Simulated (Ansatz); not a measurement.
BeO (wurtzite)

```xyz
8
Lattice="5.3810 0.0000 0.0000 -1.3452 2.3300 0.0000 0.0000 0.0000 4.3699" Properties=species:S:1:pos:R:3 pbc="T T T"
Be     1.3452     0.7767     0.0063
Be     4.0357     0.7767     0.0063
Be     0.0000     1.5534     2.1913
Be     2.6905     1.5534     2.1913
O      1.3452     0.7767     2.7257
O      4.0357     0.7767     2.7257
O      0.0000     1.5534     0.5408
O      2.6905     1.5534     0.5408
```

A phonon eigenvector at M = (0.5, 0.0, 0.0) is frozen into this cell: atom i moves by Q times the vector below, so Q is the largest atomic displacement, in Å. The cell is held. (q is in reciprocal vectors of the primitive cell; the cell shown is doubled to hold the pattern.)

| atom | x | y | z |
|---|---|---|---|
| Be1 | -0.283 | -0.163 | 0.945 |
| Be2 | 0.283 | 0.163 | -0.945 |
| Be3 | 0.283 | 0.163 | 0.945 |
| Be4 | -0.283 | -0.163 | -0.945 |
| O5 | -0.533 | -0.308 | -0.463 |
| O6 | 0.533 | 0.308 | 0.463 |
| O7 | 0.533 | 0.308 | -0.463 |
| O8 | -0.533 | -0.308 | 0.463 |

Computed with r2SCAN (plane waves to 500 eV, PAW, scalar-relativistic; Ansatz, a first-principles code). k mesh 7×14×8 (Γ-centred), Fermi-Dirac smearing 0.05 eV. Energies are smeared free energies. BeO was relaxed with its symmetry unable to fall. ΔE is measured from the undisplaced structure.

```tsv
Q (Å)	ΔE (meV/cell)
-0.180	withheld
-0.150	1590
-0.120	1008
-0.090	563
-0.060	249
-0.030	62
0.000	0
0.030	62
0.060	249
0.090	563
0.120	1008
0.150	1590
0.180	withheld
```

Q: Fit an even polynomial form (powers 2, 4) to the given rows and predict ΔE at Q = 0.180.

A: Least squares on the 11 given rows: ΔE = (68840)·Q² + (81000)·Q⁴, in meV/cell with Q in Å; root-mean-square residual 0.1 meV/cell. At 0.180 the fit gives 2315 meV/cell; the calculation gives 2319 meV/cell, so the extrapolation is off by -4 (-0.2 %). The quadratic term alone would give 2230 meV/cell.

(A displaced cell: forces are minus the slopes of the energy, force constants its curvatures, and phonons follow from these.)
